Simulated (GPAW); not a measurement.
## InAs: atomic charges with PBE

**The experiment to reproduce.**

A printed reference work, data compilation reports, for a bulk crystal of InAs at 4.2 K: band gap 0.418 eV (direct).

InAs:

```
CELL_PARAMETERS angstrom
0.00000 3.01800 3.01800
3.01800 0.00000 3.01800
3.01800 3.01800 0.00000
ATOMIC_POSITIONS crystal
In 0.00000 0.00000 0.00000
As 0.25000 0.25000 0.25000
```

```json
{
  "Program": "GPAW 26.7.0",
  "Task": "atomic charges",
  "Functional": "PBE",
  "Potentials or basis": "GPAW PAW data sets (gpaw-data 1.2.1)",
  "Basis": "fd",
  "Grid spacing": "0.16 Å",
  "k mesh": "8 × 8 × 8",
  "Occupations": "fermi-dirac, width 0.05 eV",
  "Spin": "no spin polarisation",
  "Maxiter": "150",
  "older calculator (legacy_gpaw)": "yes"
}
```

| Quantity | Value |
| --- | --- |
| Band gap on the k mesh | none (metal or under the smearing width) |
| Hirshfeld charges | In +0.18; As -0.18 e |

Levels at points of the mesh, in eV from the Fermi level:
```
           k point  band 7  band 8  band 9  band 10  band 11  band 12
(0.00, 0.00, 0.00)   -0.21   -0.05   -0.05    -0.05     3.84     3.84
(0.50, 0.50, 0.00)   -5.90   -2.40   -2.40     1.49     2.02     9.18
(0.50, 0.50, 0.50)   -5.84   -1.05   -1.05     0.92     4.63     4.63
```

It took 40 s on 1 thread of Intel(R) Xeon(R) CPU @ 2.60GHz (Ice Lake), with other jobs on the host, peak memory 0.26 GiB.

Measured gap of InAs: 0.418 eV (direct; 4.2 K; a printed reference work, data compilation). This calculation gives 0.00 eV (-0.42 eV). Spin-orbit coupling on As, In is left out. The value is that of PBE on a finite k mesh, which can miss the band edges, without temperature or zero-point motion. Semilocal functionals fall short of measured gaps as a rule.

Caveat: this crystal is a semiconductor, whose small gap the functional closes, so the metal is an error of the method.
